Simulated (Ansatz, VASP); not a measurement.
## Sc: VASP beside Ansatz

```
Sc
1.0
     3.31824    0.00000    0.00000
    -1.65912    2.87368    0.00000
     0.00000    0.00000    5.16547
Sc
2
Direct
  0.33333 0.66667 0.25000
  0.66667 0.33333 0.75000
```

Alike in both runs: functional PBE; k mesh 12 × 12 × 8; occupations gaussian, width 0.1 eV; no spin polarisation.

Ansatz relaxed the structure, and its values are those at the end. VASP's run is a single point on that final structure, the one shown.

```csv
,VASP,Ansatz
version,VASP 6.6.1,Ansatz 0.2.0
potentials or method,"VASP PAW PBE potentials, release 64 (Sc_sv)","scalar-relativistic, plane waves, PAW"
plane-wave cutoff (eV),520,420
valence electrons in the cell,22,22
```

|  | VASP | Ansatz | Ansatz less VASP |
| --- | --- | --- | --- |
| gap on the k mesh at the Fermi level (eV) | none | none | - |
| pressure (GPa) | 0.0 | 0.0 | -0.02 |

A gap of «none» marks a metal or a gap that the smearing closes.
